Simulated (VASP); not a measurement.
Here is a VASP 6.6.1 calculation.

Contents of INCAR:

```
SYSTEM = BaZrO3
PREC = Accurate
ENCUT = 600
EDIFF = 1E-6
ISMEAR = 0
SIGMA = 0.02
LREAL = .False.
LASPH = .True.
NELM = 100
ALGO = Fast
ISIF = 3
LWAVE = .False.
LCHARG = .False.
GGA = PE
IBRION = 2
NSW = 100
EDIFFG = -0.005
```

Contents of KPOINTS:

```
Automatic mesh
0
Gamma
  6 6 6
  0 0 0
```

POSCAR

```
BaZrO3
1.0
    4.1815000000      0.0000000000      0.0000000000
    0.0000000000      4.1815000000      0.0000000000
    0.0000000000      0.0000000000      4.1815000000
Ba Zr O
1 1 3
Direct
    0.5000000000      0.5000000000      0.5000000000
    0.0000000000      0.0000000000      0.0000000000
    0.5000000000      0.0000000000      0.0000000000
    0.0000000000      0.5000000000      0.0000000000
    0.0000000000      0.0000000000      0.5000000000
```

Potentials or basis: VASP PAW PBE potentials, release 64 (Ba_sv, Zr_sv, O).

Run with:

```console
$ cat potpaw_PBE.64/Ba_sv/POTCAR potpaw_PBE.64/Zr_sv/POTCAR potpaw_PBE.64/O/POTCAR > POTCAR
$ mpirun -np 1 vasp_std > vasp.out
```

What does it give for the space group after relaxing (to 0.05 Å)?

Pm-3m (No. 221).

What does it give for the relaxed volume?

15.19 Å³/atom.

Final structure:
```
Ba Zr O
1.0
     4.23463    0.00000    0.00000
     0.00000    4.23463    0.00000
     0.00000    0.00000    4.23463
Ba Zr O
1 1 3
Direct
  0.50000 0.50000 0.50000
  0.00000 0.00000 0.00000
  0.50000 0.00000 0.00000
  0.00000 0.50000 0.00000
  0.00000 0.00000 0.50000
```

 PBE usually gives volumes a little too large and moduli too small.
